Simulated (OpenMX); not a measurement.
**MnO in OpenMX: the effect of starting spin order**

MnO:

```xyz
2
Lattice="0.0000 2.2239 2.2239 2.2239 0.0000 2.2239 2.2239 2.2239 0.0000" Properties=species:S:1:pos:R:3 pbc="T T T"
Mn    0.0000    0.0000    0.0000
O     2.2239    2.2239    2.2239
```

The cell is a database's computed one.

Alike in all runs:

| Item | Value |
| --- | --- |
| Program | OpenMX 3.8.5 |
| Task | single point |
| Functional | PBE |
| Potentials or basis | OpenMX 2013 PBE set, Mn6.0-s3p2d2, O6.0-s2p2d1, grid cutoff 400 Ry |
| k mesh | 7 × 7 × 7 |
| Occupations | fermi-dirac, width 0.05 eV |

Question: One run gave: energy over the lowest run 1149.3 meV/atom; pressure -32.0 GPa; final net moment 0.00 μB; final largest site moment 0.00 μB. Which starting spin order did it use?
A. nm
B. ferromagnetic start, larger moments
C. fm

Answer: A.

```csv
starting spin order,spin,starting moments,energy over the lowest run (meV/atom),pressure (GPa),final net moment (μB),final largest site moment (μB)
fm,"collinear spin, ferromagnetic start","[4.0, 0.0] μB",0.0,0.3,4.73,4.50
"ferromagnetic start, larger moments","collinear spin, ferromagnetic start","[5.5, 0.0] μB",0.0,0.3,4.73,4.50
nm,"collinear spin, zero start","[0.0, 0.0] μB",1149.3,-32.0,0.00,0.00
```

Caveats: the basis of atomic orbitals isn't converged, which shifts pressures, moduli and gaps; a cell with one magnetic atom can't hold antiferromagnetic order, which such compounds often take (some runs); a pressure of tens of GPa on the cell as given is suspect, and the run, the potentials or the cell itself is likely at fault (some runs).
